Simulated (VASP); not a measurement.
A run of VASP 6.6.1 is set up as follows.

INCAR

```
  ALGO = Normal
  BPARAM = 11.95
  CPARAM = 0.0093
  EDIFF = 1E-7
  EDIFFG = -0.005
  ENCUT = 600
  IBRION = 2
  ISIF = 3
  ISMEAR = 0
  IVDW_NL = 2
  LASPH = True
  LCHARG = False
  LMIXTAU = True
  LREAL = False
  LUSE_VDW = True
  LWAVE = False
  METAGGA = R2SCAN
  NELM = 80
  NSW = 90
  PREC = Accurate
  SIGMA = 0.1
```

File KPOINTS:

```
k-points
0
Gamma
  18 18 18
```

Contents of POSCAR:

```
Al
1.0
   -1.6070005800      1.6070005800      1.6070005800
    1.6070005800     -1.6070005800      1.6070005800
    1.6070005800      1.6070005800     -1.6070005800
Al
1
Direct
    0.0000000000      0.0000000000      0.0000000000
```

Potentials or basis: VASP PAW PBE potentials, release 64 (Al).

Run with:

```console
$ cat potpaw_PBE.64/Al/POTCAR > POTCAR
$ mpirun -np 1 vasp_std > vasp.out
```

**Question.** What does it give for the band gap on the k mesh?

**Answer.** None (metal or under the smearing width).

**Question.** What does it give for the relaxed cell?

**Answer.** a = 2.755 Å, b = 2.755 Å, c = 2.755 Å, α = 109.47°, β = 109.47°, γ = 109.47°.

**Question.** Estimate the relaxed volume.

**Answer.** 16.09 Å³/atom.

Final structure:
```cif
data_structure
_symmetry_space_group_name_H-M 'P 1'
_symmetry_Int_Tables_number 1
_cell_length_a 2.7545
_cell_length_b 2.7545
_cell_length_c 2.7545
_cell_angle_alpha 109.471
_cell_angle_beta 109.471
_cell_angle_gamma 109.471
_cell_volume 16.09
loop_
_atom_site_label
_atom_site_type_symbol
_atom_site_fract_x
_atom_site_fract_y
_atom_site_fract_z
_atom_site_occupancy
Al1 Al 0.00000 0.00000 0.00000 1
```

Caveat: the PAW data sets were made with another functional, which shifts forces and pressure a little; pairwise dispersion overbinds metals, which lowers pressure and volume.
